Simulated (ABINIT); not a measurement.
Write the native input for ABINIT 10.8.3 (patched build) that does the following.

* Task: single point
* Functional: PBEsol
* Potentials or basis: JTH PAW PBE v2.0
* Cutoff: 626 eV
* k mesh: 5 × 5 × 7
* Occupations: fermi-dirac, width 0.05 eV
* Spin: no spin polarisation
* Fine-grid cutoff: 1224.51 eV
* Exchange and correlation inside the PAW spheres: full angular mesh (pawxcdev 0, this build's default; the released program takes 1)

Crystal: TiO2.

```xyz
6
Lattice="4.5998 0.0000 0.0000 0.0000 4.5998 0.0000 0.0000 0.0000 2.9592" Properties=species:S:1:pos:R:3 pbc="T T T"
Ti    0.0000    0.0000    1.4796
Ti    2.2999    2.2999    0.0000
O     1.3998    1.3998    1.4796
O     0.9001    3.6997    0.0000
O     3.6997    0.9001    0.0000
O     3.2000    3.2000    1.4796
```

The cell is a database's computed one.

The input as run:

run.abi

```
pp_dirpath "./"
pseudos "Ti.GGA_PBE-JTH.xml, O.GGA_PBE-JTH.xml"

acell 4.5998373239 4.5998373239 2.95921356 Angstrom
rprim
     1.0000000000     0.0000000000     0.0000000000
     0.0000000000     1.0000000000     0.0000000000
     0.0000000000     0.0000000000     1.0000000000
ntypat 2
znucl 22 8
natom 6
typat 1 1 2 2 2 2
xcart
     0.0000000000     0.0000000000     2.7960515863
     4.3462163800     4.3462163800     0.0000000000
     2.6452926115     2.6452926115     2.7960515863
     1.7009237685     6.9915089915     0.0000000000
     6.9915089915     1.7009237685     0.0000000000
     6.0471401485     6.0471401485     2.7960515863

ecut 23.0
pawecutdg 45.0

kptopt 1
ngkpt 5 5 7
nshiftk 1
shiftk 0.0 0.0 0.0

ixc -116133

nband 29
occopt 3
tsmear 0.00183747

nstep 100
tolvrs 1.0e-9

iomode 3
prtwf 0
prteig 0
prtebands 0
enunit 2
prtden 1
prtvha 1
prtvclmb 1
prtpot 1
```

Potentials or basis: JTH PAW PBE v2.0.

The run is started by

```console
$ abinit run.abi > log 2>&1
```

Results of the run:

| Item | Value |
| --- | --- |
| Pressure | -2.2 GPa |
| Largest force | 0.050 eV/Å |
| Band gap on the k mesh | 1.82 eV, direct |

Caveat: the PAW data sets were made with another functional, which shifts forces and pressure a little; an odd mesh through Γ misses points on the zone boundary, where band edges often lie; the atomic spheres overlap.

It took 110 s on 1 thread of Arm Neoverse V2, with other jobs on the host, peak memory 0.18 GiB.
